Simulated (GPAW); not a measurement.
# PbO2 (Fm-3m) in GPAW: single point with PBE

Aim: the single point of PbO2 with PBE.

Everything below comes from runs of GPAW 26.7.0. Logs are shortened: lines on timing, memory, paths and dates and some standing lists are left out, and cuts for length are marked. The log counts tension as positive stress, the text compression.

**1. The crystal as given**

The structure is cubic, space group Fm-3m (No. 225). The conventional cell has a = 5.404 Å, b = 5.404 Å, c = 5.404 Å, α = 90.00°, β = 90.00°, γ = 90.00°. Pb (site symmetry m-3m) has 8 O at 2.34 Å as nearest neighbours. O (site symmetry -43m) has 4 Pb at 2.34 Å as nearest neighbours.

The cell comes from a database or a generator and needn't be the stable form of this composition.

**2. Single point, PBE**

File run.py:

```python
from ase import Atoms
from ase.dft.bandgap import bandgap
from ase.io import write
from ase.units import GPa
from gpaw import GPAW, PW

atoms = Atoms(['Pb', 'O', 'O'],
              cell=[[0.0, 2.701992, 2.701992],
                    [2.701992, 0.0, 2.701992],
                    [2.701992, 2.701992, 0.0]],
              scaled_positions=[[0.0, 0.0, 0.0],
                                [0.75, 0.75, 0.75],
                                [0.25, 0.25, 0.25]],
              pbc=True)

calc = GPAW(mode=PW(600),
            xc='PBE',
            kpts={'size': (7, 7, 7), 'gamma': True},
            occupations={'name': 'fermi-dirac', 'width': 0.05},
            nbands=24,
            maxiter=120,
            txt='gpaw.txt')
atoms.calc = calc
energy = atoms.get_potential_energy()
forces = atoms.get_forces()
stress = atoms.get_stress()
calc.write('gs.gpw')
write('result.traj', atoms)
print(f'Energy: {energy:.6f} eV')
print('Forces (eV/A):')
print(forces.round(4))
print('Stress (GPa):', (stress / GPa).round(3))
print('Fermi level:', round(calc.get_fermi_level(), 4), 'eV')
print(f'Gap: {bandgap(calc)[0]:.4f} eV, direct: {bandgap(calc, direct=True)[0]:.4f} eV')
```

Potentials or basis: GPAW PAW data sets (gpaw-data 1.2.1), pw.

Started as:

```
$ OMP_NUM_THREADS=1 python run.py
```

gpaw.txt:

```text
__  _  _
 | _ |_)|_||  |
 |__||  | ||/\| - 26.7.0

Input parameters:
  mode=PW(ecut=600.0),
  kpts=MonkhorstPack(size=(7, 7, 7), gamma=True),
  maxiter=120,
  nbands=24,
  occupations=Occupations(name='fermi-dirac', width=0.05),
  xc=XC(name='PBE')

Diagonalizing LCAO Hamiltonian
Converting LCAO to pw mode

                    O

           O

       Pb

Atoms  # Å, Bohr magnetons
|   | symbol |        x |        y |        z |    initial magnetic moments |
|---|--------|----------|----------|----------|-----------------------------|
| 0 |     Pb | 0.000000 | 0.000000 | 0.000000 | ( 0.0000,  0.0000,  0.0000) |
| 1 |      O | 4.052988 | 4.052988 | 4.052988 | ( 0.0000,  0.0000,  0.0000) |
| 2 |      O | 1.350996 | 1.350996 | 1.350996 | ( 0.0000,  0.0000,  0.0000) |

Unit cell  # Å
| periodic |        x |        y |        z |  lengths |    angles |
|----------|----------|----------|----------|----------|-----------|
|      yes | 0.000000 | 2.701992 | 2.701992 | 3.821194 | 60.000000 |
|      yes | 2.701992 | 0.000000 | 2.701992 | 3.821194 | 60.000000 |
|      yes | 2.701992 | 2.701992 | 0.000000 | 3.821194 | 60.000000 |

Number of symmetries: 48
Symmetry operations  # r_c * U_cc + t_c -> r_c
|    | kind |            matrix            |
|----|------|------------------------------|
|  0 |  σ   |  1, 0, 0,  1, 0,-1,  1,-1, 0 |
|  1 |  C2  |  1, 0, 0,  1,-1, 0,  1, 0,-1 |
|  2 |  E   |  1, 0, 0,  0, 1, 0,  0, 0, 1 |
|  3 |  σ   |  1, 0, 0,  0, 0, 1,  0, 1, 0 |
|  4 |  C4  |  1, 0,-1,  1, 0, 0,  1,-1, 0 |
|  5 |  S6  |  1, 0,-1,  1,-1, 0,  1, 0, 0 |
|  6 |  σ   |  1, 0,-1,  0, 1,-1,  0, 0,-1 |
|  7 |  C3  |  1, 0,-1,  0, 0,-1,  0, 1,-1 |
|  8 |  S6  |  1,-1, 0,  1, 0, 0,  1, 0,-1 |
|  9 |  C4  |  1,-1, 0,  1, 0,-1,  1, 0, 0 |
| 10 |  C3  |  1,-1, 0,  0,-1, 1,  0,-1, 0 |
| 11 |  σ   |  1,-1, 0,  0,-1, 0,  0,-1, 1 |
| 12 |  σ   |  0, 1, 0,  1, 0, 0,  0, 0, 1 |
| 13 |  C4  |  0, 1, 0,  0, 1,-1, -1, 1, 0 |
| 14 |  C3  |  0, 1, 0,  0, 0, 1,  1, 0, 0 |
| 15 |  S6  |  0, 1, 0, -1, 1, 0,  0, 1,-1 |
| 16 |  C2  |  0, 1,-1,  1, 0,-1,  0, 0,-1 |
| 17 |  σ   |  0, 1,-1,  0, 1, 0, -1, 1, 0 |
| 18 |  S4  |  0, 1,-1,  0, 0,-1,  1, 0,-1 |
| 19 |  C4  |  0, 1,-1, -1, 1, 0,  0, 1, 0 |
| 20 |  C3  |  0, 0, 1,  1, 0, 0,  0, 1, 0 |
| 21 |  σ   |  0, 0, 1,  0, 1, 0,  1, 0, 0 |
| 22 |  S6  |  0, 0, 1,  0,-1, 1, -1, 0, 1 |
| 23 |  C4  |  0, 0, 1, -1, 0, 1,  0,-1, 1 |
| 24 |  S4  |  0, 0,-1,  1, 0,-1,  0, 1,-1 |
| 25 |  C3  |  0, 0,-1,  0, 1,-1,  1, 0,-1 |
| 26 |  C2  |  0, 0,-1,  0,-1, 0, -1, 0, 0 |
| 27 |  S6  |  0, 0,-1, -1, 0, 0,  0,-1, 0 |
| 28 |  S4  |  0,-1, 1,  1,-1, 0,  0,-1, 0 |
| 29 |  C4  |  0,-1, 1,  0, 0, 1, -1, 0, 1 |
| 30 |  C2  |  0,-1, 1,  0,-1, 0,  1,-1, 0 |
| 31 |  σ   |  0,-1, 1, -1, 0, 1,  0, 0, 1 |
| 32 |  C3  |  0,-1, 0,  1,-1, 0,  0,-1, 1 |
| 33 |  S6  |  0,-1, 0,  0, 0,-1, -1, 0, 0 |
| 34 |  S4  |  0,-1, 0,  0,-1, 1,  1,-1, 0 |
| 35 |  C2  |  0,-1, 0, -1, 0, 0,  0, 0,-1 |
| 36 |  C2  | -1, 1, 0,  0, 1, 0,  0, 1,-1 |
| 37 |  S6  | -1, 1, 0,  0, 1,-1,  0, 1, 0 |
| 38 |  S4  | -1, 1, 0, -1, 0, 1, -1, 0, 0 |
| 39 |  C3  | -1, 1, 0, -1, 0, 0, -1, 0, 1 |
| 40 |  S6  | -1, 0, 1,  0, 0, 1,  0,-1, 1 |
| 41 |  C2  | -1, 0, 1,  0,-1, 1,  0, 0, 1 |
| 42 |  C3  | -1, 0, 1, -1, 1, 0, -1, 0, 0 |
| 43 |  S4  | -1, 0, 1, -1, 0, 0, -1, 1, 0 |
| 44 |  C2  | -1, 0, 0,  0, 0,-1,  0,-1, 0 |
| 45 |  i   | -1, 0, 0,  0,-1, 0,  0, 0,-1 |
| 46 |  σ   | -1, 0, 0, -1, 1, 0, -1, 0, 1 |
| 47 |  C2  | -1, 0, 0, -1, 0, 1, -1, 1, 0 |

[... 66 lines left out ...]
    |    s |        |      15.243 |    1.259 |
    |    p |        |      23.705 |    1.275 |
    |    d |        |       6.001 |    1.217 |

    Using partial waves for Pb as LCAO basis

  O:
    name:    Oxygen
    Z:       8.0
    valence: 6
    core:    2
    charge:  0.0  # [|e|]
    compensation charges:
      type: gauss
      rc: 0.21  # [Å]
      lmax: 2
    cutoffs:
      filter: 1.17  # [Å]
      core: 0.83  # [Å]
    projectors
    | kind |    occ | energy [eV] | rcut [Å] |
    |------|--------|-------------|----------|
    |   2s |  2.000 |     -23.961 |    0.688 |
    |   2p |  4.000 |      -9.029 |    0.598 |
    |    s |        |       3.251 |    0.688 |
    |    p |        |      18.182 |    0.598 |
    |    d |        |       0.000 |    0.619 |

    Using partial waves for O as LCAO basis

Reference energy: -571356.167966  # eV

eigensolver:
  PPCG
  Converge bands: occupied
  niter=2

density mixing:
  MSR1-Mixer
  Pratt-step length: 0.05
  Maximum mixing coefficient: 0.75
  Old densities: 10
  SVD Regularization: 0.005
  Good broyden scale: 1.0
  Trust region scale: 1.0
  Backstep threshold: 4.0
  History deletion threshold: 6.0
  Fourier metric: weight=20.0, sigma=0.015

occupation numbers:
  Fermi-Dirac:
    width: 0.0500  # eV

poisson solver:
  ecut: 4800.0  # eV

xc functional:
  name: PBE with 2 nearest neighbor stencil

convergence criteria:
- Maximum [total energy] change in last 3 cyles: 0.0005 eV / valence electron
- Maximum integral of absolute [dens]ity change: 0.0001 electrons / valence electron
- Maximum integral of absolute [eigenst]ate change: 4e-08 eV^2 / valence electron
maximum number of iterations: 120

SCF iterations
|iter     | |      energy | eigst |  dens |
|---------|-|-------------|-------|-------|
|iter:   1| |  -18.752400 | +0.03 |       |
|iter:   2| |  -18.014739 | -1.77 | -0.89 |
|iter:   3| |  -16.219544 | -0.90 | -0.95 |
|iter:   4| |  -16.216151 | -3.17 | -1.53 |
|iter:   5| |  -16.219889c| -3.35 | -1.81 |
|iter:   6| |  -16.220138c| -4.84 | -2.95 |
|iter:   7| |  -16.220211c| -5.46 | -3.33 |
|iter:   8| |  -16.220213c| -7.11 | -4.28c|
|iter:   9| |  -16.220213c| -8.30c| -4.88c|

Converged in 9 steps
Energy contributions relative to reference atoms: (reference = -571356.167966)

Energy contributions:
  Kinetic:          26.015217
  Coulomb:         -23.292409
  Zero:              0.043791
  External:          0.000000
  Xc:              -18.984381
  Entropy:          -0.004863
  Spinorbit:         0.000000
  ----------------------------
  Free energy:     -16.222644
  Extrapolated:    -16.220213

dipole moment: (-22.035651, -22.035651, -22.035651)  # |e|*Ang

Fermi level: 6.474
Eigenvalues  # (at kpt = [0.000, 0.000, 0.000])
| band index |      eig [eV] | occ [0-2] |
|------------|---------------|-----------|
|          0 |       -12.041 |     2.000 |
|        ... |               |           |
|          6 |        -9.023 |     2.000 |
|          7 |         3.793 |     2.000 |
|          8 |         4.467 |     2.000 |
|          9 |         4.467 |     2.000 |
|         10 |         4.467 |     2.000 |
|         11 |         5.227 |     2.000 |
[... 8 lines left out ...]
|         20 |        26.667 |     0.000 |
|         21 |        26.667 |     0.000 |
|        ... |               |           |
|         23 |        28.199 |     0.000 |

No gap
No difference between direct/indirect transitions

Forces  # eV/Ang
|        x |        y |        z |
|----------|----------|----------|
|  0.00000 |  0.00000 | -0.00000 |  # Pb   0
| -0.00000 | -0.00000 | -0.00000 |  # O    1
| -0.00000 | -0.00000 |  0.00000 |  # O    2

Stress tensor  # eV/Ang^3
|        x |        y |        z |
|----------|----------|----------|
| 0.035872 | 0.000000 | 0.000000 |
| 0.000000 | 0.035872 | 0.000000 |
| 0.000000 | 0.000000 | 0.035872 |

# Writing to gs.gpw (mode='')
```

stdout:

```text
Energy: -16.220213 eV
Forces (eV/A):
[[ 0.  0. -0.]
 [-0. -0. -0.]
 [-0. -0.  0.]]
Stress (GPa): [5.747 5.747 5.747 0.    0.    0.   ]
Fermi level: 6.4743 eV
Gap: 0.0000 eV, direct: 0.0000 eV
```

Run time: 14 s. Hardware: 1 thread of Arm Neoverse V2, shared host; peak memory 0.15 GiB.

What came out:

```
Free energy            : -16.2226 eV
Pressure               : -5.7 GPa
Band gap on the k mesh : none (metal or under the smearing width)
```

Caveat: the cutoff is short for stress and forces, so pressures can be off by a GPa or more. The run has no spin-orbit coupling, so splittings on Pb are missing.
